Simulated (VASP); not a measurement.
# BN, self-consistent run: which settings are enough?

BN, R3m (no. 160), 2 atoms in the cell. PBE; PAW potentials N, B (PBE set). VASP 6.6.1. The cell is changed on purpose: last atom moved by 0.05 Å along z, cell strained by +1.0% along z.

Wanted: energy within 2 meV/atom; forces within 0.01 eV/Å.

What the run is for: forces; Accuracy asked: standard.

POSCAR:
```
BN
1.0
    1.2511217832      0.7223354983      3.4066637473
   -1.2511217832      0.7223354983      3.4066637473
    0.0000000000     -1.4446709966      3.4066637473
N B
1 1
Direct
    0.6672382000      0.6672382000      0.6672382000
    0.0052701000      0.0052701000      0.0052701000
```

The series start from Plane-wave cutoff (eV): 520; k-point mesh: 10 × 10 × 10; Precision mode (PREC): Accurate; Electronic threshold (eV): 1e-6; Bands in all (NBANDS): 14; Aspherical gradient terms in the spheres (LASPH): yes; Electronic algorithm: ALGO=Normal; Density mixing: defaults; Use of symmetry (ISYM): defaults. Each series keeps the choices made before it, and each single choice may use up half of a tolerance.

## Plane-wave cutoff (eV)

| Plane-wave cutoff (eV) | Energy less reference (meV/atom) | Forces, largest deviation (eV/Å) | SCF iterations | Time (s) |
|---|---|---|---|---|
| 320 | 13.2 | 0.015 | 13 | 15 |
| 400 | 7.9 | 0.002 | 13 | 16 |
| 460 | 3.9 | 0.000 | 13 | 35 |
| 520 | 4.7 | 0.000 | 13 | 37 |
| 600 | 3.1 | 0.000 | 13 | 50 |
| 700 | 0.8 | 0.000 | 13 | 41 |
| 840 (reference) | 0.0 | 0.000 | 13 | 66 |

Chosen: 700, the loosest value from which every tighter one stays within half of the tolerance.

## k-point mesh

| k-point mesh | Energy less reference (meV/atom) | Forces, largest deviation (eV/Å) | SCF iterations | Time (s) |
|---|---|---|---|---|
| 3 × 3 × 3 | 53.1 | 0.018 | 13 | 4.6 |
| 4 × 4 × 4 | 8.4 | 0.008 | 13 | 6.6 |
| 5 × 5 × 5 | 3.7 | 0.001 | 13 | 8.8 |
| 7 × 7 × 7 | 0.1 | 0.000 | 13 | 16 |
| 8 × 8 × 8 | 0.0 | 0.000 | 13 | 23 |
| 10 × 10 × 10 | 0.0 | 0.000 | 13 | 41 |
| 13 × 13 × 13 | 0.0 | 0.000 | 13 | 73 |
| 16 × 16 × 16 | 0.0 | 0.000 | 13 | 132 |
| 20 × 20 × 20 (reference) | 0.0 | 0.000 | 13 | 250 |

Chosen: 7 × 7 × 7.

## Precision mode (PREC)

| Precision mode (PREC) | Energy less reference (meV/atom) | Forces, largest deviation (eV/Å) | SCF iterations | Time (s) |
|---|---|---|---|---|
| Low | -0.1 | 0.000 | 13 | 7.8 |
| SingleN | -0.1 | 0.000 | 13 | 8.2 |
| Normal | 0.0 | 0.000 | 13 | 8.1 |
| Accurate (reference) | 0.0 | 0.000 | 13 | 16 |

Chosen: Low.

## Electronic threshold (eV)

| Electronic threshold (eV) | Energy less reference (meV/atom) | Forces, largest deviation (eV/Å) | SCF iterations | Time (s) |
|---|---|---|---|---|
| 0.001 | 0.2 | 0.002 | 9 | 6.1 |
| 0.0001 | 0.0 | 0.000 | 11 | 6.6 |
| 1e-5 | 0.0 | 0.000 | 12 | 7.3 |
| 1e-6 | 0.0 | 0.000 | 13 | 7.8 |
| 1e-7 | 0.0 | 0.000 | 14 | 8.6 |
| 1e-8 (reference) | 0.0 | 0.000 | 15 | 8.8 |

Chosen: 0.001.

## Bands in all (NBANDS)

| Bands in all (NBANDS) | Energy less reference (meV/atom) | Forces, largest deviation (eV/Å) | SCF iterations | Time (s) |
|---|---|---|---|---|
| 5 | 0.0 | 0.000 | 9 | 2.6 |
| 6 | 0.0 | 0.001 | 9 | 3.6 |
| 8 | 0.0 | 0.001 | 9 | 3.8 |
| 10 | 0.0 | 0.001 | 9 | 4.3 |
| 14 | 0.0 | 0.001 | 9 | 6.1 |
| 24 (reference) | 0.0 | 0.000 | 9 | 9.2 |

Chosen: 5.

## Aspherical gradient terms in the spheres (LASPH)

| Aspherical gradient terms in the spheres (LASPH) | Energy less reference (meV/atom) | Forces, largest deviation (eV/Å) | SCF iterations | Time (s) |
|---|---|---|---|---|
| no | 1.6 | 0.001 | 9 | 2.3 |
| yes (reference) | 0.0 | 0.000 | 9 | 2.6 |

Chosen: yes; the one before it in the list is off by more than half of the tolerance.

## Electronic algorithm

| Electronic algorithm | Energy less reference (meV/atom) | Forces, largest deviation (eV/Å) | SCF iterations | Time (s) |
|---|---|---|---|---|
| ALGO=Normal | 0.0 | 0.000 | 9 | 2.6 |
| ALGO=Fast | -0.2 | 0.001 | 12 | 3.5 |
| ALGO=VeryFast | -0.2 | 0.001 | 17 | 4.1 |
| ALGO=All ISEARCH=1 | -0.2 | 0.001 | 12 | 3.8 |
| ALGO=All ISEARCH=0 | -0.2 | 0.001 | 12 | 3.8 |
| ALGO=Damped TIME=0.4 | 0.0 | 0.006 | 15 | 4.0 |
| ALGO=Damped TIME=0.1 | 0.7 | 0.009 | 23 | 5.4 |

Chosen: ALGO=Normal; no other choice that stays within half of the tolerance saves 30 % of the time.

## Density mixing

| Density mixing | Energy less reference (meV/atom) | Forces, largest deviation (eV/Å) | SCF iterations | Time (s) |
|---|---|---|---|---|
| defaults | 0.0 | 0.000 | 9 | 2.6 |
| AMIX=0.1 | -0.2 | 0.005 | 11 | 4.4 |
| WC=0 | 0.1 | 0.000 | 9 | 2.6 |
| AMIX=0.6 | -0.1 | 0.001 | 9 | 2.7 |
| AMIX=0.4 IMIX=1 | -0.1 | 0.003 | 11 | 3.1 |
| MIXPRE=2 | -0.1 | 0.002 | 9 | 2.5 |
| BMIX=0.5 | -0.1 | 0.002 | 9 | 2.6 |

Chosen: defaults.

## Use of symmetry (ISYM)

| Use of symmetry (ISYM) | Energy less reference (meV/atom) | Forces, largest deviation (eV/Å) | SCF iterations | Time (s) |
|---|---|---|---|---|
| defaults | 0.0 | 0.000 | 9 | 2.6 |
| ISYM=1 | 0.0 | 0.000 | 9 | 2.5 |
| ISYM=0 | 0.0 | 0.000 | 9 | 7.1 |
| ISYM=-1 | 0.0 | 0.000 | 9 | 13 |

Chosen: defaults.

## All choices together

| Input | Energy less reference (meV/atom) | Forces, largest deviation (eV/Å) | Time (s) |
|---|---|---|---|
| the program's defaults (naive) | 8.3 | 0.001 | 2.4 |
| chosen settings | 1.0 | 0.001 | 2.6 |
| reference settings throughout | 0.0 | 0.000 | 793 |

The tolerance is met.

Values of the reference run: Forces: 0, 0, 0.6395, 0, 0, -0.6395 eV/Å.

## The input

INCAR:
```
SYSTEM = BN
GGA = PE
ISMEAR = 0
SIGMA = 0.03
LWAVE = .False.
LCHARG = .False.
ISIF = 2
PREC = Low
LASPH = .True.
LREAL = .False.
ALGO = Normal
EDIFF = 0.001
NELM = 120
GGA_COMPAT = .False.
ENCUT = 700
EFERMI = MIDGAP
NBANDS = 5
```

KPOINTS:
```
Automatic mesh
0
Gamma
  7 7 7
  0 0 0
```

Commands:
```
cat potpaw_PBE.64/N/POTCAR potpaw_PBE.64/B/POTCAR > POTCAR
mpirun -np 1 vasp_std > vasp.out
```

The chosen input took VASP 6.6.1 2.6 s on 1 core (Intel Xeon Platinum 8259CL @ 2.50GHz (Skylake/Cascade Lake)), a shared host.

## An input that fails: too few electronic steps

The electronic loop stops at its limit of 4 steps.

Changes against the starting input:
```
- NELM = 120
+ NELM = 4
```
